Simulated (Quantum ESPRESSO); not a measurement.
# W (Fm-3m) in Quantum ESPRESSO: notebook

One crystal, W, is run at these levels: PBE, PBEsol; tasks: phonons and electron-phonon coupling, phonons.

Everything below comes from runs of Quantum ESPRESSO 7.5. Logs are shortened: lines on timing, memory, paths and dates and some standing lists are left out, and cuts for length are marked.

**1. The structure**

It takes space group Fm-3m (No. 225, cubic). Conventional cell: a = 4.060 Å, b = 4.060 Å, c = 4.060 Å, α = 90.00°, β = 90.00°, γ = 90.00°. W (site symmetry m-3m) is surrounded by 12 W at 2.87 Å.

This isn't the form of W at room conditions, which is bcc.

**2. Phonons and electron-phonon coupling, PBE**

Contents of pw.in:

```
&CONTROL
  calculation = 'scf'
  prefix = 'pwscf'
  outdir = './tmp'
  pseudo_dir = './pseudo'
  tprnfor = .true.
  tstress = .true.
  disk_io = 'low'
/
&SYSTEM
  ibrav = 0
  nat = 1
  ntyp = 1
  ecutwfc = 67
  nbnd = 13
  occupations = 'smearing'
  smearing = 'mp'
  degauss = 0.01999163
/
&ELECTRONS
  conv_thr = 2d-10
  electron_maxstep = 120
  mixing_beta = 0.5
/
ATOMIC_SPECIES
W    183.8400 74_W_14_2.3_2.5_pbe_n_v1.0.upf
CELL_PARAMETERS angstrom
   0.0000000000    2.0300000000    2.0300000000
   2.0300000000    0.0000000000    2.0300000000
   2.0300000000    2.0300000000    0.0000000000
ATOMIC_POSITIONS crystal
W      0.0000000000    0.0000000000    0.0000000000
K_POINTS automatic
12 12 12 0 0 0
```

Contents of relax.in:

```
&CONTROL
  calculation = 'vc-relax'
  prefix = 'pwscf'
  outdir = './tmp'
  pseudo_dir = './pseudo'
  tprnfor = .true.
  tstress = .true.
  disk_io = 'low'
  nstep = 40
  forc_conv_thr = 0.0001
  etot_conv_thr = 1d-06
/
&SYSTEM
  ibrav = 0
  nat = 1
  ntyp = 1
  ecutwfc = 67
  nbnd = 13
  occupations = 'smearing'
  smearing = 'mp'
  degauss = 0.01999163
/
&ELECTRONS
  conv_thr = 2d-10
  electron_maxstep = 120
  mixing_beta = 0.5
/
&IONS
  ion_dynamics = 'bfgs'
/
&CELL
  cell_dynamics = 'bfgs'
  press = 0
  press_conv_thr = 0.2
/
ATOMIC_SPECIES
W    183.8400 74_W_14_2.3_2.5_pbe_n_v1.0.upf
CELL_PARAMETERS angstrom
   0.0000000000    2.0300000000    2.0300000000
   2.0300000000    0.0000000000    2.0300000000
   2.0300000000    2.0300000000    0.0000000000
ATOMIC_POSITIONS crystal
W      0.0000000000    0.0000000000    0.0000000000
K_POINTS automatic
12 12 12 0 0 0
```

Contents of scf2.in:

```
&CONTROL
  calculation = 'scf'
  prefix = 'pwscf'
  outdir = './tmp'
  pseudo_dir = './pseudo'
  tprnfor = .true.
  tstress = .true.
  disk_io = 'low'
/
&SYSTEM
  ibrav = 0
  nat = 1
  ntyp = 1
  ecutwfc = 67
  nbnd = 13
  occupations = 'smearing'
  smearing = 'mp'
  degauss = 0.01999163
/
&ELECTRONS
  conv_thr = 1d-13
  electron_maxstep = 120
  mixing_beta = 0.5
  startingpot = 'file'
  startingwfc = 'file'
/
ATOMIC_SPECIES
W    183.8400 74_W_14_2.3_2.5_pbe_n_v1.0.upf
CELL_PARAMETERS angstrom
   0.0000000000    2.0172899609    2.0172899609
   2.0172899609    0.0000000000    2.0172899609
   2.0172899609    2.0172899609    0.0000000000
ATOMIC_POSITIONS crystal
W      0.0000000000    0.0000000000    0.0000000000
K_POINTS automatic
12 12 12 0 0 0
```

Contents of dense.in:

```
&CONTROL
  calculation = 'scf'
  prefix = 'pwscf'
  outdir = './tmp'
  pseudo_dir = './pseudo'
  tprnfor = .true.
  tstress = .true.
  disk_io = 'low'
/
&SYSTEM
  ibrav = 0
  nat = 1
  ntyp = 1
  ecutwfc = 67
  nbnd = 13
  occupations = 'smearing'
  smearing = 'mp'
  degauss = 0.01999163
  la2F = .true.
/
&ELECTRONS
  conv_thr = 1d-12
  electron_maxstep = 120
  mixing_beta = 0.5
  startingpot = 'file'
/
ATOMIC_SPECIES
W    183.8400 74_W_14_2.3_2.5_pbe_n_v1.0.upf
CELL_PARAMETERS angstrom
   0.0000000000    2.0172899609    2.0172899609
   2.0172899609    0.0000000000    2.0172899609
   2.0172899609    2.0172899609    0.0000000000
ATOMIC_POSITIONS crystal
W      0.0000000000    0.0000000000    0.0000000000
K_POINTS automatic
36 36 36 0 0 0
```

Contents of scf3.in:

```
&CONTROL
  calculation = 'scf'
  prefix = 'pwscf'
  outdir = './tmp'
  pseudo_dir = './pseudo'
  tprnfor = .true.
  tstress = .true.
  disk_io = 'low'
/
&SYSTEM
  ibrav = 0
  nat = 1
  ntyp = 1
  ecutwfc = 67
  nbnd = 13
  occupations = 'smearing'
  smearing = 'mp'
  degauss = 0.01999163
/
&ELECTRONS
  conv_thr = 1d-12
  electron_maxstep = 120
  mixing_beta = 0.5
  startingpot = 'file'
/
ATOMIC_SPECIES
W    183.8400 74_W_14_2.3_2.5_pbe_n_v1.0.upf
CELL_PARAMETERS angstrom
   0.0000000000    2.0172899609    2.0172899609
   2.0172899609    0.0000000000    2.0172899609
   2.0172899609    2.0172899609    0.0000000000
ATOMIC_POSITIONS crystal
W      0.0000000000    0.0000000000    0.0000000000
K_POINTS automatic
12 12 12 0 0 0
```

Contents of ph.in:

```
phonon_bands of W
&INPUTPH
  prefix = 'pwscf'
  outdir = './tmp'
  tr2_ph = 1d-18
  fildyn = 'dyn'
  niter_ph = 90
  alpha_mix(1) = 0.4
  ldisp = .true.
  nq1 = 4
  nq2 = 4
  nq3 = 4
  electron_phonon = 'interpolated'
  el_ph_sigma = 0.005
  el_ph_nsigma = 10
  fildvscf = 'dvscf'
/
```

Contents of q2r.in:

```
&INPUT
  fildyn = 'dyn'
  zasr = 'crystal'
  flfrc = 'fc'
  la2F = .true.
/
```

Contents of matdyn.in:

```
&INPUT
  asr = 'crystal'
  flfrc = 'fc'
  flfrq = 'freq'
  q_in_cryst_coord = .true.
  flvec = ' '
/
80
 0.0000000000  0.0000000000  0.0000000000
 0.0454545455  0.0000000000  0.0454545455
 0.0909090909  0.0000000000  0.0909090909
 0.1363636364  0.0000000000  0.1363636364
 0.1818181818  0.0000000000  0.1818181818
 0.2272727273  0.0000000000  0.2272727273
 0.2727272727  0.0000000000  0.2727272727
 0.3181818182  0.0000000000  0.3181818182
 0.3636363636  0.0000000000  0.3636363636
 0.4090909091  0.0000000000  0.4090909091
 0.4545454545  0.0000000000  0.4545454545
 0.5000000000  0.0000000000  0.5000000000
 0.5000000000  0.0500000000  0.5500000000
 0.5000000000  0.1000000000  0.6000000000
 0.5000000000  0.1500000000  0.6500000000
 0.5000000000  0.2000000000  0.7000000000
 0.5000000000  0.2500000000  0.7500000000
 0.4687500000  0.2812500000  0.7500000000
 0.4375000000  0.3125000000  0.7500000000
 0.4062500000  0.3437500000  0.7500000000
 0.3750000000  0.3750000000  0.7500000000
 0.3461538462  0.3461538462  0.6923076923
 0.3173076923  0.3173076923  0.6346153846
 0.2884615385  0.2884615385  0.5769230769
 0.2596153846  0.2596153846  0.5192307692
 0.2307692308  0.2307692308  0.4615384615
 0.2019230769  0.2019230769  0.4038461538
 0.1730769231  0.1730769231  0.3461538462
 0.1442307692  0.1442307692  0.2884615385
 0.1153846154  0.1153846154  0.2307692308
 0.0865384615  0.0865384615  0.1730769231
 0.0576923077  0.0576923077  0.1153846154
 0.0288461538  0.0288461538  0.0576923077
 0.0000000000  0.0000000000  0.0000000000
 0.0454545455  0.0454545455  0.0454545455
 0.0909090909  0.0909090909  0.0909090909
 0.1363636364  0.1363636364  0.1363636364
 0.1818181818  0.1818181818  0.1818181818
 0.2272727273  0.2272727273  0.2272727273
 0.2727272727  0.2727272727  0.2727272727
 0.3181818182  0.3181818182  0.3181818182
 0.3636363636  0.3636363636  0.3636363636
 0.4090909091  0.4090909091  0.4090909091
 0.4545454545  0.4545454545  0.4545454545
 0.5000000000  0.5000000000  0.5000000000
 0.5178571429  0.4642857143  0.5178571429
 0.5357142857  0.4285714286  0.5357142857
 0.5535714286  0.3928571429  0.5535714286
 0.5714285714  0.3571428571  0.5714285714
 0.5892857143  0.3214285714  0.5892857143
 0.6071428571  0.2857142857  0.6071428571
 0.6250000000  0.2500000000  0.6250000000
 0.5937500000  0.2500000000  0.6562500000
 0.5625000000  0.2500000000  0.6875000000
 0.5312500000  0.2500000000  0.7187500000
 0.5000000000  0.2500000000  0.7500000000
 0.5000000000  0.2750000000  0.7250000000
 0.5000000000  0.3000000000  0.7000000000
 0.5000000000  0.3250000000  0.6750000000
 0.5000000000  0.3500000000  0.6500000000
 0.5000000000  0.3750000000  0.6250000000
 0.5000000000  0.4000000000  0.6000000000
 0.5000000000  0.4250000000  0.5750000000
 0.5000000000  0.4500000000  0.5500000000
 0.5000000000  0.4750000000  0.5250000000
 0.5000000000  0.5000000000  0.5000000000
 0.4861111111  0.4861111111  0.5277777778
 0.4722222222  0.4722222222  0.5555555556
 0.4583333333  0.4583333333  0.5833333333
 0.4444444444  0.4444444444  0.6111111111
 0.4305555556  0.4305555556  0.6388888889
 0.4166666667  0.4166666667  0.6666666667
 0.4027777778  0.4027777778  0.6944444444
 0.3888888889  0.3888888889  0.7222222222
 0.3750000000  0.3750000000  0.7500000000
 0.6250000000  0.2500000000  0.6250000000
 0.5937500000  0.1875000000  0.5937500000
 0.5625000000  0.1250000000  0.5625000000
 0.5312500000  0.0625000000  0.5312500000
 0.5000000000  0.0000000000  0.5000000000
```

Contents of matdyn_dos.in:

```
&INPUT
  asr = 'crystal'
  flfrc = 'fc'
  dos = .true.
  fldos = 'phdos'
  nk1 = 18
  nk2 = 18
  nk3 = 18
  deltaE = 1
  flvec = ' '
  flfrq = ' '
/
```

Contents of matdyn_a2f.in:

```
&INPUT
  asr = 'crystal'
  flfrc = 'fc'
  la2F = .true.
  dos = .true.
  fldos = 'dos2'
  nk1 = 14
  nk2 = 14
  nk3 = 14
  ndos = 60
  el_ph_nsigma = 10
  flfrq = 'dosfreq2'
  flvec = ' '
/
```

Contents of matdyn_mesh.in:

```
&INPUT
  asr = 'crystal'
  flfrc = 'fc'
  flfrq = 'mesh'
  q_in_cryst_coord = .true.
  flvec = ' '
/
1000
 0.05000000  0.05000000  0.05000000
 0.05000000  0.05000000  0.15000000
 0.05000000  0.05000000  0.25000000
[... 997 further points of the even 10 x 10 x 10 mesh, shifted by half a step ...]
```

Potentials or basis: SPMS 1.0 PBE.

The run is started by

```
OMP_NUM_THREADS=1 mpirun -n 4 pw.x -nk 4 -in pw.in > pw.out
OMP_NUM_THREADS=1 mpirun -n 4 pw.x -nk 4 -in relax.in > relax.out
OMP_NUM_THREADS=1 mpirun -n 4 pw.x -nk 4 -in scf2.in > scf2.out
OMP_NUM_THREADS=1 mpirun -n 4 pw.x -nk 4 -in dense.in > dense.out
OMP_NUM_THREADS=1 mpirun -n 4 pw.x -nk 4 -in scf3.in > scf3.out
OMP_NUM_THREADS=1 mpirun -n 4 ph.x -nk 4 -in ph.in > ph.out
OMP_NUM_THREADS=1 mpirun -n 1 q2r.x -in q2r.in > q2r.out
OMP_NUM_THREADS=1 mpirun -n 1 matdyn.x -in matdyn.in > matdyn.out
OMP_NUM_THREADS=1 mpirun -n 1 matdyn.x -in matdyn_dos.in > matdyn_dos.out
OMP_NUM_THREADS=1 mpirun -n 1 matdyn.x -in matdyn_a2f.in > matdyn_a2f.out
OMP_NUM_THREADS=1 mpirun -n 1 matdyn.x -in matdyn_mesh.in > matdyn_mesh.out
```

pw.out:

```text
This program is part of the open-source Quantum ESPRESSO suite
     for quantum simulation of materials; please cite
[... 6 lines left out ...]
     using ibrav=0 with symmetry is DISCOURAGED, use correct ibrav instead

     K-points division:     npool     =       4
     Subspace diagonalization in iterative solution of the eigenvalue problem:
     a serial algorithm will be used

     G-vector sticks info
     --------------------
     sticks:   dense  smooth     PW     G-vecs:    dense   smooth      PW
     Sum         547     547    163                 8363     8363    1459

     Using Slab Decomposition

     bravais-lattice index     =            0
     lattice parameter (alat)  =       5.4251  a.u.
     unit-cell volume          =     112.9054 (a.u.)^3
     number of atoms/cell      =            1
     number of atomic types    =            1
     number of electrons       =        14.00
     number of Kohn-Sham states=           13
     kinetic-energy cutoff     =      67.0000  Ry
     charge density cutoff     =     268.0000  Ry
     scf convergence threshold =      2.0E-10
     mixing beta               =       0.5000
     number of iterations used =            8  plain     mixing
     Exchange-correlation= PBE
                           (   1   4   3   4   0   0   0)

     celldm(1)=   5.425127  celldm(2)=   0.000000  celldm(3)=   0.000000
     celldm(4)=   0.000000  celldm(5)=   0.000000  celldm(6)=   0.000000

     crystal axes: (cart. coord. in units of alat)
               a(1) = (   0.000000   0.707107   0.707107 )
               a(2) = (   0.707107   0.000000   0.707107 )
               a(3) = (   0.707107   0.707107   0.000000 )

     reciprocal axes: (cart. coord. in units 2 pi/alat)
               b(1) = ( -0.707107  0.707107  0.707107 )
               b(2) = (  0.707107 -0.707107  0.707107 )
               b(3) = (  0.707107  0.707107 -0.707107 )

     PseudoPot. # 1 for W  read from file:
     74_W_14_2.3_2.5_pbe_n_v1.0.upf
     Pseudo is Norm-conserving + core correction, Zval = 14.0
     Generated using ONCVPSP code by D. R. Hamann
     Using radial grid of 1408 points,  8 beta functions with:
                l(1) =   0
                l(2) =   0
                l(3) =   1
                l(4) =   1
                l(5) =   2
                l(6) =   2
                l(7) =   3
                l(8) =   3

     atomic species   valence    mass     pseudopotential
     W                14.00   183.84000     W ( 1.00)

     48 Sym. Ops., with inversion, found

   Cartesian axes

     site n.     atom                  positions (alat units)
         1        W      tau(   1) = (   0.0000000   0.0000000   0.0000000  )

     number of k points=    72  Methfessel-Paxton smearing, width (Ry)=  0.0200
                       cart. coord. in units 2pi/alat
        k(    1) = (   0.0000000   0.0000000   0.0000000), wk =   0.0011574
        k(    2) = (   0.0589256   0.0589256  -0.0589256), wk =   0.0092593
        k(    3) = (   0.1178511   0.1178511  -0.1178511), wk =   0.0092593
        k(    4) = (   0.1767767   0.1767767  -0.1767767), wk =   0.0092593
        k(    5) = (   0.2357023   0.2357023  -0.2357023), wk =   0.0092593
        k(    6) = (   0.2946278   0.2946278  -0.2946278), wk =   0.0092593
[... 64 lines left out ...]
        k(   71) = (  -0.7071068   0.2357023   0.0000000), wk =   0.0138889
        k(   72) = (  -0.7071068   0.3535534   0.0000000), wk =   0.0069444

     Dense  grid:     8363 G-vectors     FFT dimensions: (  30,  30,  30)

     Initial potential from superposition of free atoms

     starting charge      13.9995, renormalised to      14.0000
     Starting wfcs are   10 randomized atomic wfcs +    3 random wfcs

     Self-consistent Calculation

     iteration #  1     ecut=    67.00 Ry     beta= 0.50
     Davidson diagonalization with overlap
     ethr =  1.00E-02,  avg # of iterations =  3.9

     Threshold (ethr) on eigenvalues was too large:
     Diagonalizing with lowered threshold

     Davidson diagonalization with overlap
     ethr =  2.59E-04,  avg # of iterations =  1.5

     total energy              =    -151.70843110 Ry
     estimated scf accuracy    <       0.03681845 Ry

     iteration #  2     ecut=    67.00 Ry     beta= 0.50
     Davidson diagonalization with overlap
     ethr =  2.63E-04,  avg # of iterations =  1.8
[... 36 lines left out ...]
     total energy              =    -151.71204174 Ry
     estimated scf accuracy    <          2.1E-10 Ry

     iteration #  8     ecut=    67.00 Ry     beta= 0.50
     Davidson diagonalization with overlap
     ethr =  1.53E-12,  avg # of iterations =  2.0

     End of self-consistent calculation

          k = 0.0000 0.0000 0.0000 (  1037 PWs)   bands (ev):

   -53.1195 -16.7882 -16.7882 -16.7882  11.6593  20.0246  20.0246  20.0246
    23.0740  23.0740  33.3006  38.3917  38.3917

          k = 0.0589 0.0589-0.0589 (  1028 PWs)   bands (ev):

   -53.1131 -16.8648 -16.7980 -16.7980  11.9553  19.8025  20.1601  20.1601
    22.9555  22.9555  33.8831  37.2208  38.9420
[... 298 lines left out ...]
   -52.9922 -17.6938 -17.2901 -17.1540  15.9939  16.9041  20.9069  23.6549
    25.7918  28.5183  30.1502  33.3186  35.3660

          k =-0.0000-0.4714 0.5893 (  1054 PWs)   bands (ev):

   -52.9921 -17.6099 -17.4156 -17.1205  16.4919  17.4487  20.0987  22.7884
    25.3895  28.5388  30.6645  33.5566  36.0203

          k =-0.7071 0.1179-0.0000 (  1054 PWs)   bands (ev):

   -52.9901 -17.7561 -17.2207 -17.1813  15.5355  16.4455  22.1953  24.5944
    26.1875  27.5353  31.0937  32.0813  34.4976

          k =-0.2357-0.4714 0.7071 (  1044 PWs)   bands (ev):

   -53.0143 -17.5933 -17.2274 -17.0283  16.6223  17.7407  18.7736  22.5619
    23.6731  26.9977  32.7935  35.5723  37.2680

          k =-0.1768-0.4125 0.6482 (  1049 PWs)   bands (ev):
[... 26 lines left out ...]
   -52.9900 -17.6464 -17.3374 -17.1890  16.3536  17.2721  20.2811  22.8191
    26.1922  29.5063  30.5852  31.8592  35.3937

          k =-0.7071 0.3536 0.0000 (  1048 PWs)   bands (ev):

   -52.9899 -17.4936 -17.4936 -17.1928  16.9255  18.5825  18.5825  21.8215
    26.1945  30.4877  31.0529  31.0529  35.5674

     the Fermi energy is    20.5927 ev

!    total energy              =    -151.71204174 Ry
     estimated scf accuracy    <          1.3E-11 Ry
     smearing contrib. (-TS)   =      -0.00039261 Ry
     internal energy E=F+TS    =    -151.71164913 Ry

     The total energy is F=E-TS. E is the sum of the following terms:
     one-electron contribution =     -20.33725958 Ry
     hartree contribution      =      17.87605849 Ry
     xc contribution           =     -32.12333304 Ry
     ewald contribution        =    -117.12711499 Ry

     convergence has been achieved in   8 iterations

     Forces acting on atoms (cartesian axes, Ry/au):

     atom    1 type  1   force =     0.00000000    0.00000000    0.00000000

     Total force =     0.000000     Total SCF correction =     0.000000

     Computing stress (Cartesian axis) and pressure

          total   stress  (Ry/bohr**3)                   (kbar)     P=      -51.14
  -0.00034761  -0.00000000  -0.00000000          -51.14       -0.00       -0.00
  -0.00000000  -0.00034761  -0.00000000           -0.00      -51.14       -0.00
  -0.00000000  -0.00000000  -0.00034761           -0.00       -0.00      -51.14

=------------------------------------------------------------------------------=
   JOB DONE.
=------------------------------------------------------------------------------=
```

Run time: 29 min. Hardware: 4 MPI ranks of Arm Neoverse V1, shared host; peak memory 0.44 GiB.

Results:

```yaml
Free_energy: -2064.1525 eV
Relaxed_volume: 16.42 Å³/atom
Relaxed_cell: a = 2.853 Å, b = 2.853 Å, c = 2.853 Å, α = 60.00°, β = 60.00°, γ = 60.00°
Space_group_after_relaxing_to_0.05_Å: Fm-3m (No. 225)
Pressure_after_relaxing: 0.0 GPa
Band_gap_on_the_k_mesh: none (metal or under the smearing width)
Highest_phonon_frequency: 225 cm⁻¹
Most_unstable_mode: 87i cm⁻¹
```

Step by step:
| step | energy change (eV) | largest force (eV/Å) | pressure (GPa) | volume (Å³) |
| --- | --- | --- | --- | --- |
| 1 | 0.0000 | 0.0000 | -5.11 | 16.73 |
| 2 | -0.0043 | 0.0000 | 2.09 | 16.30 |
| 3 | -0.0051 | 0.0000 | -0.06 | 16.42 |
| 4 | -0.0051 | 0.0000 | 0.00 | 16.42 |

Final structure:
```
W
1.0
     0.00000    2.01729    2.01729
     2.01729    0.00000    2.01729
     2.01729    2.01729    0.00000
W
1
Direct
  0.00000 0.00000 0.00000
```

Levels at points of the mesh, in eV from the Fermi level:
```
             k point  band 5  band 6  band 7  band 8  band 9  band 10
  (0.00, 0.00, 0.00)   -9.03   -0.59   -0.59   -0.59    2.55     2.55
 (0.00, 0.00, -0.50)   -5.63   -0.81   -0.81    0.60    5.02     5.02
(0.00, -0.50, -0.50)   -5.51   -4.54    3.01    4.99    5.75     5.75
```

Phonon frequencies in cm⁻¹ (negative: imaginary):
| q point | frequencies |
| --- | --- |
| (0.000, 0.000, 0.000) | 0 0 0 |
| (0.318, 0.000, 0.318) | 64 64 157 |
| (0.500, 0.150, 0.650) | 99 131 194 |
| (0.346, 0.346, 0.692) | 88 149 172 |
| (0.144, 0.144, 0.288) | -81 33 114 |
| (0.091, 0.091, 0.091) | -33 -33 39 |
| (0.409, 0.409, 0.409) | -33 -33 211 |
| (0.589, 0.321, 0.589) | 82 128 184 |
| (0.500, 0.275, 0.725) | 97 161 165 |
| (0.500, 0.450, 0.550) | 27 45 219 |
| (0.431, 0.431, 0.639) | 66 105 195 |
| (0.562, 0.125, 0.562) | 105 109 209 |

Phonon frequencies at the corners of the path (cm⁻¹, interpolated; i marks imaginary ones):
```tsv
point	frequencies
Γ	0 0 0
X	102 102 218
W	98 164 164
K	100 133 186
L	10i 10i 225
U	100 133 186
```

Phonon states per cell in windows of 20 cm⁻¹ (negative: imaginary):
| from (cm⁻¹) | total |
| --- | --- |
| -100 | 0.02 |
| -80 | 0.16 |
| -60 | 0.12 |
| -40 | 0.12 |
| -20 | 0.08 |
| 0 | 0.08 |
| 20 | 0.12 |
| 40 | 0.18 |
| 60 | 0.28 |
| 80 | 0.42 |
| 100 | 0.26 |
| 120 | 0.22 |
| 140 | 0.16 |
| 160 | 0.30 |
| 180 | 0.38 |
| 200 | 0.11 |
| 220 | 0.00 |

Caveat: some modes are imaginary; λ from interpolated matrix elements is rough: modes that symmetry makes equal can differ by tens of percent.

(Part 1 of 2 ends here.)
